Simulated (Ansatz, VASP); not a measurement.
One calculation of K, two programs

Contents of INCAR:

```
SYSTEM = K
PREC     = Accurate       ! precision mode
ENCUT    = 600            ! plane-wave cutoff, eV
EDIFF    = 1E-7           ! SCF threshold, eV
ISMEAR   = -1             ! smearing method
SIGMA    = 0.1            ! smearing width, eV
LREAL    = .False.        ! projectors in reciprocal space
LASPH    = .True.         ! aspherical terms in the spheres
NELM     = 100            ! most SCF steps
ALGO     = Fast           ! electronic algorithm
ISIF     = 4              ! what is computed and relaxed
LWAVE    = .False.        ! write WAVECAR
LCHARG   = .False.        ! write CHGCAR
GGA      = PE             ! functional
IBRION   = 2              ! ionic algorithm
NSW      = 50             ! ionic steps
EDIFFG   = -0.005         ! ionic threshold
```

KPOINTS

```
Automatic mesh
0
Gamma
  5 5 7
  0 0 0
```

Contents of POSCAR:

```
K
1.0
    6.2003871216      0.0000000000      0.0000000000
   -3.1001935608      5.3696927606      0.0000000000
    0.0000000000      0.0000000000      3.6844764004
K
3
Direct
    0.0000000000      0.0000000000      0.0000000000
    0.3333333333      0.6666666667      0.5000000000
    0.6666666667      0.3333333333      0.5000000000
```

Input for Ansatz:

```yaml
crystal:
  lattice:
    - [6.2003871216, 0.0, 0.0]
    - [-3.1001935608, 5.3696927606, 0.0]
    - [0.0, 0.0, 3.6844764004]
  atoms:
    - { symbol: K, position: [0.0, 0.0, 0.0] }
    - { symbol: K, position: [0.3333333333, 0.6666666667, 0.5] }
    - { symbol: K, position: [0.6666666667, 0.3333333333, 0.5] }
kpoints:
  mp_grid: { grid: [5, 5, 7] }
scf:
  occupations: { method: fermi_dirac, width: 0.1 }
hamiltonian:
  xc: pbe
  pseudopotentials: { kind: paw }
output:
  forces: true
  stress: true
  write_density: true
  write_potential: true
  elf: true
  volumetric_format: npy
relax:
  f_tol: 0.005
  max_steps: 30
  cell: { stress_tol: 0.43, fix: [volume] }
```

Alike in both runs: task relaxation of shape and atoms at fixed volume; functional PBE; k mesh 5 × 5 × 7; occupations fermi-dirac, width 0.1 eV; no spin polarisation.

|  | VASP | Ansatz |
| --- | --- | --- |
| version | VASP 6.6.1 | Ansatz 0.2.0 |
| potentials or method | VASP PAW PBE potentials, release 64 (K_sv) | PAW with Ansatz's default frozen-core files, scalar-relativistic |
| plane-wave cutoff (eV) | 600 | 420 |
| valence electrons in the cell | 27 | 27 |

|  | VASP | Ansatz | Ansatz less VASP |
| --- | --- | --- | --- |
| relaxed volume (Å³/atom) | 40.89 | 40.89 | 0.000 |
| relaxed cell length with the largest relative difference (Å) | 3.686 | 3.684 | -0.0011 |
